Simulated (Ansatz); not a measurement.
Zinc-blende AlSb was calculated with PBEsol-D3(BJ) in Ansatz (PAW).

Numerical settings: plane-wave cutoff 520 eV, 10×10×10 k mesh, Fermi–Dirac smearing 0.01 eV, scalar-relativistic PAW data made under PBE.

Cell (relaxed at this level):

```xyz
2
Lattice="0.0000 3.0472 3.0472 3.0472 0.0000 3.0472 3.0472 3.0472 0.0000" Properties=species:S:1:pos:R:3 pbc="T T T"
Al     0.0000     0.0000     0.0000
Sb     1.5236     1.5236     1.5236
```

Task: Predict the bulk modulus, pressure derivative B′ of the bulk modulus and smallest direct gap on the k points sampled.

Result: 
- bulk modulus = 57.9 GPa
- pressure derivative B′ of the bulk modulus = 4.3
- smallest direct gap on the k points sampled = 1.71 eV

Measured, for comparison: bulk modulus 58.2 GPa (temperature not stated, not corrected to a static lattice; as tabulated in Toher et al. (2017), arXiv:1611.05714). Computed (rounded) less measured: bulk modulus -0.5 %.

Spin–orbit coupling is not included; with these elements it can move the gap by several tenths of an eV or more.

Static lattice: no zero-point or thermal effects.

Ansatz is a quantum-chemistry and plane-wave program.
